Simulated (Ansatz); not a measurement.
Crystal: CuO.

```
Cu O
1.0
     0.00000    2.11656    2.11656
     2.11656    0.00000    2.11656
     2.11656    2.11656    0.00000
Cu O
1 1
Direct
  0.02950 0.02810 0.90803
  0.47050 0.47190 0.59197
```

The cell comes from a database or a generator and needn't be the stable form of this composition.

Base run:

- Program: Ansatz 0.2.0
- Functional: PBE
- Potentials or basis: Ansatz PAW
- Cutoff: 300 eV
- Density cutoff: 1200 eV
- k mesh: 11 × 11 × 11
- Occupations: fermi-dirac, width 0.05 eV
- Spin: no spin polarisation

Its results: band gap on the k mesh none (metal or under the smearing width); pressure 17.8 GPa; largest force 0.841 eV/Å.

Problem. The run is repeated on the same cell with these changes: cutoff from 300 eV to 420 eV (not typed: the program's choice for these potentials); hubbard terms from none to Cu d U = 5.3 eV; hubbard projectors from none to ortho-atomic (the default). What comes out?

Solution. Band gap on the k mesh none (metal or under the smearing width); pressure 21.3 GPa; largest force 1.267 eV/Å.

Caveats: an odd number of electrons without spin polarisation forces a metal; a magnetic or distorted state may lie lower; the run has no spin polarisation, though such a crystal can be magnetic; so large a pressure means that the cell lies far from this level's equilibrium, or that cutoff or potentials fall short (some runs); the pressure holds a Pulay correction of +44.0 GPa for the finite cutoff (some runs); semilocal functionals often make such compounds metallic where correlation or magnetic order opens a gap, which also shifts bond lengths (some runs); the cutoff lies under the one recommended for these potentials (some runs).
